**Why do the Mo s states of MoSi₂ lie so far below the Mo d states?**

I have projected the filled states of tetragonal MoSi₂ onto its atoms. The crystal is a metal, squeezed to 0.92 of its starting volume, at a pressure of about 24 GPa. In the labels, Mo1_d means the d character found in a sphere around the first Mo atom. The "projection electrons" are the filled charge of that character, and the "projection band centre" is its mean energy, counted from the Fermi energy.

VASP 6.6.1, LAK functional with PBE PAW potentials (Mo_pv, Si), for tetragonal MoSi₂ at 0.92 of its starting volume, without spin polarisation or spin–orbit coupling. The plane-wave cutoff is 520 eV, the k mesh 9×9×4, with tetrahedron occupations. Projections in atomic spheres cover filled states from −12 eV up to the Fermi energy, which is the zero of energy.

```
projection name  projection electrons (e)  projection band centre (eV)
          Mo1_d                     4.690                       -3.610
          Mo2_d                     4.690                       -3.610
          Mo1_p                     0.670                       -4.760
          Mo2_p                     0.670                       -4.760
          Si3_p                     0.930                       -4.820
          Si4_p                     0.930                       -4.820
          Si5_p                     0.930                       -4.820
          Si6_p                     0.930                       -4.820
          Mo1_s                     0.380                       -6.420
          Mo2_s                     0.380                       -6.420
          Si3_s                     0.560                       -8.310
          Si4_s                     0.560                       -8.310
          Si5_s                     0.560                       -8.310
          Si6_s                     0.560                       -8.310
```

That silicon s lies deepest seems natural to me. But in a free Mo atom the 5s and 4d levels lie close together, and here the s centre is almost 3 eV below the d centre. The atom also has no 5p electron, yet Mo p holds more than half an electron. What decides this order?

**Answer**

Three sizes are worth remembering. The filled metal d states are centred 3 to 4 eV below the Fermi energy, the p states of both elements about 1 eV deeper, and silicon s at least 4 to 5 eV below the metal d. Equivalent atoms give equal rows, so the fourteen rows hold five separate results.

The order becomes clear once you ask what such a centre measures. It is a weighted mean: take each filled state, multiply its energy by the share of the chosen character in it, add up, and divide by the total share. Empty states don't enter. The centre therefore tells you in which part of the filled bands a character takes part, and this can be far from the level of the free atom.

For silicon the atomic picture still gives the right order. The 3s level of the free atom lies well below 3p, because an s electron comes closer to the nucleus and feels more of its charge. In the crystal both levels broaden into bands and mix, but s keeps to the bottom. The table has its centre 3.5 eV below that of Si p.

The Mo d states come highest for two likely reasons, which the table fits but doesn't prove. The 4d level of the free atom lies far above silicon 3s and not far from silicon 3p, and its orbitals are compact, so that bonding spreads them less than it spreads the outer s and p orbitals. The d shell is also only partly filled. The Fermi energy then falls among the d states, so the filled ones, mostly bonding with silicon, can reach right up to it, while much of the antibonding part stays empty.

Mo s is where the atomic picture fails. The 5s orbital is large and overlaps strongly with the ten silicon neighbours. Theory then expects a wide splitting: the states that are mainly Mo 5s are pushed up, largely above the Fermi energy, and drop out of the mean. What remains filled should then be mainly the Mo s share in bonding states that belong mostly to silicon. Its centre would follow those deep states and no longer the atomic 5s level.

The same reasoning explains why the Mo atom can show p charge at all, and why this charge lies higher than its s charge. In the lowest states of the band the orbitals of neighbouring atoms are in phase. Seen from a Mo atom, such a wave has the same sign on every side, which is s character. For p character the sign must change from one side of the atom to the other, and a wave with more sign changes has more kinetic energy. The table agrees with this: the Mo p centre lies 1.7 eV above Mo s.

Part of this Mo s and p charge may simply be the tails of silicon orbitals that reach into the Mo sphere. The projection sorts charge by its shape around the atom and doesn't ask which orbital it came from. A tail has the energy of the state to which it belongs, so tails of the deep silicon s states would also draw the Mo s centre down. And because of such tails, the 1.05 electrons of s and p character per Mo atom aren't a measure of how full the atom's own 5s and 5p orbitals are.

The counts need similar care when you compare the two elements. The crystal has 28 valence electrons per cell (six from each of two Mo atoms, four from each of four Si atoms; the filled 4p shells of Mo lie far below the window and are counted neither here nor in the Mo p rows), but the rows add up to only 17.4. Most of the difference lies between the spheres, where the spread-out silicon charge is poorly caught and the compact d charge is caught well. Mo d makes up 54% of the projected charge for this reason too, and the small silicon counts don't show that silicon has given electrons to molybdenum.

One setting does change the deep centres: the energy window stops at −12 eV and cuts off the bottom of the s bands. The full sphere charges of the same calculation show by how much. A silicon atom has 0.728 s electrons in its sphere but 0.560 in the window, so 0.168 lie below the floor. Put them exactly at −12 eV, the highest energy they can have, and the mean becomes

(0.560 × (−8.31) + 0.168 × (−12)) / 0.728 ≈ −9.2 eV.

The centre of the full Si s states in this calculation is thus at −9.2 eV or deeper, roughly 1 eV or more below the tabulated value. For Mo s the same step gives −7.5 eV or deeper. This sets a limit, but can't say how deep the centres really are. The order of the two s rows is safe if their cut-off charge lies at similar depths, as it should when both belong to the same bands, because silicon has the larger share below the floor. The printed output after this answer lists these limits and the distances between the centres.

The two p rows are a different matter. Their centres differ by only 0.06 eV, and the charge below the floor could shift Si p by about twice that or more. They show that the two centres lie close together, which would fit shared bonding states, but not which is higher.

For a related metal silicide, then, I would start with two questions. Which orbitals are compact and partly filled? Their filled states should be centred near the top. Which orbitals are so spread out that their own bands are mostly empty? Their filled share should follow the neighbour's states. Whether Mo and Si really share the same states here is something that five mean values can't settle. The projected densities drawn against energy would tell more: if the mixing is as described, the Mo s and p curves should rise and fall with those of silicon.

Output of the analysis:

```
Mo d centre above Si s centre, eV: 4.7
Mo d centre above Si p centre, eV: 1.21
Mo d centre above Mo s centre, eV: 2.81
Mo p centre above Mo s centre, eV: 1.66
Si p centre above Si s centre, eV: 3.49
Mo p centre above Si p centre, eV: 0.06
Projected electrons in the cell, all rows, e: 17.44
Share of Mo d in the projected electrons, percent: 53.78
Mo s and p electrons together, per Mo atom, e: 1.05
Si s charge below the floor, e per atom: 0.168
Si s charge below the floor, percent of the full sphere value: 23.08
Mo s charge below the floor, e per atom: 0.089
Mo s charge below the floor, percent of the full sphere value: 18.98
Highest possible centre of the full Si s states, eV: -9.162
Highest possible centre of the full Mo s states, eV: -7.479
Highest possible centre of the full Si p states, eV: -4.956
```
